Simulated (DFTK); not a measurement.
# Ru (P6_3/mmc) in DFTK: reference runs

Aim: a first look at Ru with PBEsol, on the cell as given and on a disturbed one.

Program: DFTK 0.8.2. These are calculated values, not measurements. Logs are shortened: lines on timing, memory, paths and dates and some standing lists are left out, and cuts for length are marked.

**1. The structure**

The structure is hexagonal, space group P6_3/mmc (No. 194). Conventional cell: a = 2.706 Å, b = 2.706 Å, c = 4.282 Å, α = 90.00°, β = 90.00°, γ = 120.00°. Ru (site symmetry -6m2) has 12 Ru at 2.65 to 2.71 Å as nearest neighbours.

**2. Single point, PBEsol**

The input, run.jl:

```julia
using DFTK
using PseudoPotentialData
using Unitful, UnitfulAtomic
using LinearAlgebra, Printf
include("save.jl")
disable_threading()

# lattice vectors are the columns
lattice = austrip(1u"Å") * [        2.7058        -1.3529            0.0;
                      0.0   2.3432915376            0.0;
                      0.0            0.0         4.2819]
symbols   = [:Ru, :Ru]
positions = [[0.6666666667, 0.3333333333, 0.75],
             [0.3333333333, 0.6666666667, 0.25]]
pseudopotentials = PseudoFamily("dojo.nc.sr.pbesol.v0_4_1.standard.upf")
elements = Dict(s => ElementPsp(s, pseudopotentials) for s in unique(symbols))
atoms    = [elements[s] for s in symbols]

build_model(lattice, positions; symmetries=true) =
    model_DFT(lattice, atoms, positions;
              functionals=PBEsol(),
              temperature=austrip(0.05u"eV"),
              smearing=Smearing.FermiDirac(),
              symmetries)
Ecut  = 42.0  # hartree
kgrid = [11, 11, 6]
tol   = 1e-6
to_GPa = ustrip(uconvert(u"GPa", 1u"hartree/bohr^3"))

model = build_model(lattice, positions)
basis = PlaneWaveBasis(model; Ecut, kgrid)
display(basis)
scfres = self_consistent_field(basis;
                               tol,
                               nbandsalg=AdaptiveBands(model; n_bands_converge=21))
display(scfres.energies)
@printf "Fermi level: %.6f eV\n" ustrip(auconvert(u"eV", something(scfres.εF, NaN)))
forces = compute_forces_cart(scfres)
println("Forces (eV/Å)")
for (s, f) in zip(symbols, forces)
    @printf "%-3s %12.6f %12.6f %12.6f\n" s ustrip.(auconvert.(u"eV/Å", f))...
end
stress = compute_stresses_cart(scfres)
println("Stress (GPa)")
display(round.(stress * to_GPa; digits=4))
println("Levels at the first k-point (eV): ", round.(ustrip.(auconvert.(u"eV", scfres.eigenvalues[1][1:scfres.n_bands_converge])); digits=4))
save_scf!(scfres; forces, stress)
```

Potentials or basis: dojo.nc.sr.pbesol.v0_4_1.standard.upf (PBEsol).

Command:

```bash
$ julia --threads=1 run.jl  # save.jl only writes the numbers to a file and isn't shown; printed stress counts tension as positive; times include loading and compiling
```

What it wrote:

```text
PlaneWaveBasis discretization:

    Ecut                 : 42.0 Ha
    fft_size             : (32, 32, 50), 51200 total points
    kgrid                : MonkhorstPack([11, 11, 6])
    num.   red. kpoints  : 726
    num. irred. kpoints  : 64

    Discretized Model(gga_x_pbe_sol+gga_c_pbe_sol, 3D):
        lattice (in Bohr)    : [5.11322   , -2.55661  , 0         ]
                               [0         , 4.42818   , 0         ]
                               [0         , 0         , 8.09162   ]
        unit cell volume     : 183.21 Bohr³

        atoms                : Ru₂
        pseudopot. family    : PseudoFamily("dojo.nc.sr.pbesol.v0_4_1.standard.upf")

        num. electrons       : 32
        spin polarization    : none
        temperature          : 0.0018375 Ha
        smearing             : DFTK.Smearing.FermiDirac()

        terms                : Kinetic()
                               AtomicLocal()
                               AtomicNonlocal()
                               Ewald(nothing)
                               PspCorrection()
                               Hartree()
                               Xc(gga_x_pbe_sol, gga_c_pbe_sol)
                               Entropy()
n     Energy            log10(ΔE)   log10(Δρ)   Diag   Δtime
---   ---------------   ---------   ---------   ----   ------
  1   -201.9676410563                   -0.54    4.7    8.79s
  2   -202.0305164762       -1.20       -0.88    1.9    4.57s
  3   -202.0473721764       -1.77       -1.46    2.7    5.05s
  4   -202.0479497447       -3.24       -2.14    1.3    4.36s
  5   -202.0479973337       -4.32       -2.37    2.3    4.30s
  6   -202.0480014708       -5.38       -2.69    1.3    3.73s
  7   -202.0480054029       -5.41       -3.13    2.0    4.02s
  8   -202.0480059200       -6.29       -3.92    2.0    4.89s
  9   -202.0480059388       -7.73       -4.61    3.3    4.81s
 10   -202.0480059398       -9.00       -5.04    2.9    4.84s
 11   -202.0480059398      -10.33       -5.58    1.6    3.72s
 12   -202.0480059398      -11.10       -6.01    2.4    4.43s
Energy breakdown (in Ha):
    Kinetic             65.0748300
    AtomicLocal         -119.8461635
    AtomicNonlocal      15.3080330
    Ewald               -163.9922064
    PspCorrection       7.0716169
    Hartree             28.2767243
    Xc                  -33.9402235
    Entropy             -0.0006168

    total               -202.048005939809
Fermi level: 17.476679 eV
Forces (eV/Å)
Ru     -0.000002    -0.000001     0.000000
Ru      0.000000    -0.000002     0.000000
Stress (GPa)
3×3 StaticArraysCore.SMatrix{3, 3, Float64, 9} with indices SOneTo(3)×SOneTo(3):
 5.5576  -0.0     0.0
 0.0      5.5576  0.0
 0.0      0.0     6.0382
Levels at the first k-point (eV): [-55.5302, -55.3243, -26.0454, -25.1032, -25.1032, -24.9318, -24.9318, -24.8912, 9.4771, 11.2992, 14.9371, 14.9371, 15.1111, 15.6239, 15.6239, 16.1548, 16.1548, 18.7443, 18.7443, 18.7703, 27.8158]
```

Wall time 98 s (1 thread of Intel Xeon 6975P-C (Granite Rapids), shared host); peak memory 1.9 GiB.

Results:

```yaml
Free_energy: -5498.0063 eV
Pressure: -5.7 GPa
Band_gap_on_the_k_mesh: none (metal or under the smearing width)
```

Stress tensor (GPa, compression positive):
```
-5.56  0.00  0.00
 0.00 -5.56  0.00
 0.00  0.00 -6.04
```

**3. Single point, PBEsol (atoms moved at random, drawn with an rms of 0.05 Å)**

run.jl: that of step 2 with these lines changed.

```diff
@@ -12,4 +12,4 @@
 symbols   = [:Ru, :Ru]
-positions = [[0.6666666667, 0.3333333333, 0.75],
-             [0.3333333333, 0.6666666667, 0.25]]
+positions = [[0.672362, 0.343846, 0.745184],
+             [0.321574, 0.680431, 0.243667]]
 pseudopotentials = PseudoFamily("dojo.nc.sr.pbesol.v0_4_1.standard.upf")
```

Potentials or basis: dojo.nc.sr.pbesol.v0_4_1.standard.upf (PBEsol).

Command:

```bash
$ julia --threads=1 run.jl  # save.jl only writes the numbers to a file and isn't shown; printed stress counts tension as positive; times include loading and compiling
```

It took 21 min on 1 thread of AMD EPYC 7R43 (Zen 3), shared host; peak memory 7.1 GiB.

The run converged. Its results:

| Quantity | Value |
| --- | --- |
| Free energy | -5497.9971 eV |
| Pressure | -5.6 GPa |
| Largest force | 0.349 eV/Å |
| Band gap on the k mesh | none (metal or under the smearing width) |

Forces on the atoms (eV/Å):
```
Ru  -0.337  0.050 -0.078
Ru   0.337 -0.050  0.078
```

Stress tensor (GPa, compression positive):
```
-5.73  0.96  0.05
 0.96 -5.37 -0.01
 0.05 -0.01 -5.66
```

Levels at points of the mesh, in eV from the Fermi level:
```csv
k point,band 14,band 15,band 16,band 17,band 18,band 19
"(0.00, 0.00, 0.00)",-1.89,-1.80,-1.48,-1.16,1.08,1.29
"(0.00, 0.00, -0.50)",-2.69,-2.67,-2.65,0.54,0.57,0.66
```
